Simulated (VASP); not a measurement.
## Na2S: single point with PBEsol

Crystal: Na2S.

```
Na S
1.0
     0.00000    3.25081    3.25081
     3.25081    0.00000    3.25081
     3.25081    3.25081    0.00000
Na S
2 1
Direct
  0.25000 0.25000 0.25000
  0.75000 0.75000 0.75000
  0.00000 0.00000 0.00000
```

```json
{"Program": "VASP 6.6.1", "Task": "single point", "Functional": "PBEsol", "Potentials or basis": "VASP PAW PBE potentials, release 64 (Na_pv, S)", "Cutoff": "520 eV", "k mesh": "8 × 8 × 8", "Occupations": "gaussian, width 0.02 eV", "Spin": "no spin polarisation", "Dipole correction": "no", "Further INCAR settings": "ALGO = Normal; EDIFF = 1e-06; NBANDS = 17"}
```

```
Pressure               : 0.1 GPa
Band gap on the k mesh : 2.42 eV, direct
```

Levels at points of the mesh, in eV from the valence-band top:
```
           k point  band 7  band 8  band 9  band 10  band 11  band 12  band 13  band 14
(0.00, 0.00, 0.00)  -10.15    0.00    0.00     0.00     2.42     7.72     7.72     7.72
(0.50, 0.00, 0.00)   -9.89   -1.71   -0.14    -0.14     4.78     6.38     7.10     7.10
(0.50, 0.50, 0.00)   -9.81   -1.52   -0.47    -0.47     3.70     6.00     8.54     9.78
```

Wall time 14 s on 1 thread of Intel(R) Xeon(R) 6975P-C (Granite Rapids), with other jobs on the host, peak memory 0.2 GiB.

Caveat: the PAW data sets were made with another functional, which shifts forces and pressure a little. A k mesh can miss the band edges.
